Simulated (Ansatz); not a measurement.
Trial structure of BN, not yet relaxed:

```cif
data_structure
_symmetry_space_group_name_H-M 'I-42d'
_symmetry_Int_Tables_number 122
_cell_length_a 5.6832
_cell_length_b 5.6832
_cell_length_c 4.0186
_cell_angle_alpha 90.000
_cell_angle_beta 90.000
_cell_angle_gamma 90.000
_cell_volume 129.80
loop_
_atom_site_label
_atom_site_type_symbol
_atom_site_symmetry_multiplicity
_atom_site_Wyckoff_symbol
_atom_site_fract_x
_atom_site_fract_y
_atom_site_fract_z
_atom_site_occupancy
B1 B 8 d 0.25000 0.37500 0.87500 1
N1 N 8 d 0.12500 0.25000 0.62500 1
```

Method: DFT PBE, scalar-relativistic, plane waves, PAW in Ansatz 0.2.0. Cutoff 420 eV; k points 6×6×6 on the computed 8-atom cell (Γ-centred); Gaussian smearing, width 0.10 eV; no spin polarisation.

The zero of energy is the elements' standard structures at the same level (N₂ as a molecule); no fitted shifts are applied.

Question: How far from equilibrium is it?

Answer: The pressure is 25.1 GPa (the mean over three directions, positive in compression), the largest force is 1.97 eV/Å, and the energy is −0.82 eV/atom against the elements. The shortest distance is 1.42 Å.

Question: Is it a good guess?

Answer: A fair one: relaxing gains about 0.09 eV/atom in 13 ionic steps and ends at −0.905 eV/atom on the finer mesh. The symmetry stays I-42d (No. 122). The volume per atom grows by 8.8 %, from 8.1 to 8.8 Å³. The shortest distance goes from 1.42 Å (B–N) to 1.41 Å (B–N). Conventional cell: a = 6.031 Å, c = 3.882 Å. Around B lie 1 N at 1.41 Å and 2 N at 1.50 Å; N is surrounded by 1 B at 1.41 Å and 2 B at 1.50 Å.

The last run used an 8×8×8 mesh for its 8-atom cell and Gaussian smearing of 0.02 eV. The relaxation can't lower the symmetry of the start, and the grade says only how near the guess is to its own end. A structure relaxed within its symmetry needn't be a true minimum.
